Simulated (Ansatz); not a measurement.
Set up this calculation in Ansatz 0.2.0, as the native input.

```
Task                : relaxation of cell and atoms
Functional          : PBEsol
Potentials or basis : all-electron LAPW, scalar-relativistic
Basis error allowed : 0.002 eV/atom
k mesh              : 8 × 8 × 8
Occupations         : fermi-dirac, width 0.05 eV
Spin                : no spin polarisation
Target pressure     : 20 GPa
```

The system is Al2Pt.

```xyz
3
Lattice="0.0000 2.9550 2.9550 2.9550 0.0000 2.9550 2.9550 2.9550 0.0000" Properties=species:S:1:pos:R:3 pbc="T T T"
Pt    0.0000    0.0000    0.0000
Al    4.4325    4.4325    4.4325
Al    1.4775    1.4775    1.4775
```

These files were run (other wordings do the same):

input.yaml

```yaml
crystal:
  lattice:
    - [0.0, 2.955, 2.955]
    - [2.955, 0.0, 2.955]
    - [2.955, 2.955, 0.0]
  atoms:
    - { symbol: Pt, position: [0.0, 0.0, 0.0] }
    - { symbol: Al, position: [0.75, 0.75, 0.75] }
    - { symbol: Al, position: [0.25, 0.25, 0.25] }
kpoints:
  mp_grid: { grid: [8, 8, 8] }
scf:
  occupations: { method: fermi_dirac, width: 0.05 }
hamiltonian:
  xc: pbesol
  pseudopotentials: { kind: all_electron, lapw: { basis_error: 0.002 } }
output:
  forces: true
  stress: true
relax:
  f_tol: 0.01
  max_steps: 60
  cell: { p_target: 20 }
```

Potentials or basis: all-electron LAPW, scalar-relativistic.

Command:

```sh
$ ansatz run input.yaml --threads 2 --pin off --max-ram 8192MiB --backend cpu --events-out ev --progress --plain --runs-dir out
```

Results of the run:

```json
{"Relaxed volume": "15.26 Å³/atom", "Relaxed cell": "a = 4.015 Å, b = 4.015 Å, c = 4.015 Å, α = 60.00°, β = 60.00°, γ = 60.00°", "Space group after relaxing (to 0.05 Å)": "Fm-3m (No. 225)", "Energy change on relaxing (the enthalpy is what falls)": "+102.8 meV/atom", "Ionic steps": "6", "Pressure after relaxing": "20.0 GPa"}
```

Run time: 24 s on 2 threads of Arm Neoverse V2, on a shared host, peak memory 0.36 GiB.
